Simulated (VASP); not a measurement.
Si, 2 atoms in the cell. It takes space group Fd-3m (No. 227, cubic). The conventional cell has a = 5.440 Å, b = 5.440 Å, c = 5.440 Å, α = 90.00°, β = 90.00°, γ = 90.00°. Si (site symmetry -43m) has 4 Si at 2.36 Å as nearest neighbours. 

```yaml
Program: VASP 6.6.1
Task: relaxation of the atoms
Functional: r2SCAN
Potentials_or_basis: VASP PAW PBE potentials, release 64 (Si)
Cutoff: 600 eV
k_mesh: 10 × 10 × 10
Occupations: gaussian, width 0.03 eV
Spin: no spin polarisation
Further_INCAR_settings: ALGO = Normal; EDIFF = 1e-07; IBRION = 2; EDIFFG = -0.01; NSW = 40
```

Potentials or basis: VASP PAW PBE potentials, release 64 (Si).

The run is started by

```sh
$ cat potpaw_PBE.64/Si/POTCAR > POTCAR
$ mpirun -np 1 vasp_std > vasp.out
```

Hardware: 1 thread of Intel(R) Xeon(R) Platinum 8488C (Sapphire Rapids), on a shared host.

Question: Estimate the wall time of this run.

Answer: Run time: 40 s on 1 thread of Intel(R) Xeon(R) Platinum 8488C (Sapphire Rapids), with other jobs on the host, peak memory 0.18 GiB. Counts: scf iterations 17, k points 47, ion steps 1.
